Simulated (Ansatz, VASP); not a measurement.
## One calculation of Re, two programs

```
Re
1.0
     2.75803    0.00000    0.00000
    -1.37901    2.38852    0.00000
     0.00000    0.00000    4.46225
Re
2
Cartesian
  0.0000 1.5923 1.1156
  1.3790 0.7962 3.3467
```

Alike in both runs: functional r2SCAN; k mesh 18 × 18 × 10; occupations gaussian, width 0.1 eV; no spin polarisation.

Ansatz relaxed the structure, and its values are those at the end. VASP's run is a single point on that final structure, the one shown.

|  | VASP | Ansatz |
| --- | --- | --- |
| version | VASP 6.6.1 | Ansatz 0.2.0 |
| potentials or method | VASP PAW PBE potentials, release 64 (Re) | scalar-relativistic, plane waves, PAW |
| plane-wave cutoff (eV) | 520 | 500 |
| valence electrons in the cell | 14 | 30 |

Ansatz gave:

- gap on the k mesh at the Fermi level (eV): none
- pressure (GPa): 0.0

**Question.** Estimate VASP's values.

**Answer.** gap on the k mesh at the Fermi level (eV): none; pressure (GPa): 0.1.

A gap of «none» marks a metal or a gap that the smearing closes. The two sets of potentials don't hold the same shells in valence.

Caveats: the PAW data sets were made with another functional, which shifts forces and pressure a little (VASP). The runs have no spin-orbit coupling, so splittings on Re are missing.
